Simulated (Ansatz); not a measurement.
# Ti: a stretch of c alone

How does Ti answer a stretch of c alone between -3 and +3 %? At each strain the rest of the cell is held and the atoms relax, within the symmetry that is left.

Computed with Ansatz 0.2.0 (DFT PBEsol, scalar-relativistic, plane waves, PAW, unless a step's input says otherwise).

2 further runs of the same task are left out: 2 set aside as unsound or not needed.

### Step 1. The structure to begin with

It takes space group P6_3/mmc (No. 194, hexagonal). Conventional cell: a = 2.900 Å, b = 2.900 Å, c = 4.591 Å, α = 90.00°, β = 90.00°, γ = 120.00°. Around Ti (site symmetry -6m2) lie 12 Ti at 2.84 to 2.90 Å.

As a file:

```xyz
2
Lattice="2.9004 0.0000 0.0000 -1.4502 2.5119 0.0000 0.0000 0.0000 4.5910" Properties=species:S:1:pos:R:3 pbc="T T T"
Ti    0.0000    1.6746    1.1477
Ti    1.4502    0.8373    3.4432
```

This cell was relaxed beforehand with the same method: volume 16.72 Å³/atom, gap on the mesh none (metal).

The unstrained cell comes from an earlier run at this level (2 atoms, E(σ→0) -4947.7935 eV, gap none (metal)).

### Step 2. The cell strained by -1.0 %

input.yaml

```yaml
crystal:
  lattice:
    - [2.9004352004, 0.0, 0.0]
    - [-1.4502176002, 2.5118505656, 0.0]
    - [0.0, 0.0, 4.5450805424]
  atoms:
    - { symbol: Ti, position: [0.3333333333, 0.6666666667, 0.25] }
    - { symbol: Ti, position: [0.6666666667, 0.3333333333, 0.75] }
basis:
  ecutwfc: 420
kpoints:
  mp_grid: { grid: [24, 24, 12] }
hamiltonian:
  xc: pbesol
scf:
  occupations: { method: gaussian, width: 0.1 }
output:
  forces: true
  stress: true
  eigenvalues: true
```

Started as:

```console
> ansatz run input.yaml --threads 1 --pin off --max-ram 2560MiB --backend cpu --events-out ev --progress --plain --runs-dir out
```

The session goes on with these runs: the cell strained by +1.0 %; At -2.0 %; At +2.0 %; the cell strained by -3.0 %; At +3.0 %.

**Question.** What will these runs give? Wanted: (1/V) d²E/dε² at zero strain, cubic fit.

**Answer**, as computed:

| quantity | value |
| --- | --- |
| largest energy cost | 9.7 meV/atom at -3.0 % |
| (1/V) d²E/dε² at zero strain, cubic fit | 201 GPa |

The curvature of the energy, 201 GPa, is the elastic constant along c at held a and b.
